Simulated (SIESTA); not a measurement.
Pb under changes of volume

One of the cells (30.929 Å³/atom); the others are scaled copies at fixed shape and fractional positions:

```
Pb
1.0
     0.00000    2.49141    2.49141
     2.49141    0.00000    2.49141
     2.49141    2.49141    0.00000
Pb
1
Direct
  0.00000 0.00000 0.00000
```

| Quantity | Value |
| --- | --- |
| Program | SIESTA 5.4.2 |
| Functional | PBE |
| Potentials or basis | PseudoDojo 0.4 standard (PBE files) |
| Basis | DZP (energy shift 0.003 Ry; two zetas on semicore shells) |
| Grid cutoff | 500 Ry |
| Energy shift | 0.003 Ry |
| k mesh | 9 × 9 × 9 |
| Occupations | fermi-dirac, width 0.05 eV |
| Spin | no spin polarisation |

```tsv
volume (Å³/atom)	energy over the lowest point (meV/atom)	pressure (GPa)
28.503	?	?
29.110	45.24	5.0
29.716	28.60	3.9
30.929	7.35	1.8
31.535	2.30	1.0
32.142	0.00	0.2
```

Task: What does the run at 28.503 Å³/atom give?

Result: Energy over the lowest point 66.81 meV/atom; pressure 6.4 GPa.

Worked out: A Birch-Murnaghan fit of order 3 (a polynomial in V^(-2/3)) to the other rows has its minimum at 32.31 Å³/atom, just outside them, with B0 = V·E''(V) = 38 GPa and B' = 4.7. It gives 66.73 meV/atom at 28.503 Å³/atom, against the run's 66.81, and -dE/dV = 6.3 GPa, against 6.4.

Energies are extrapolated to zero smearing.

Caveats: the basis of atomic orbitals isn't converged, which shifts pressures, moduli and gaps.
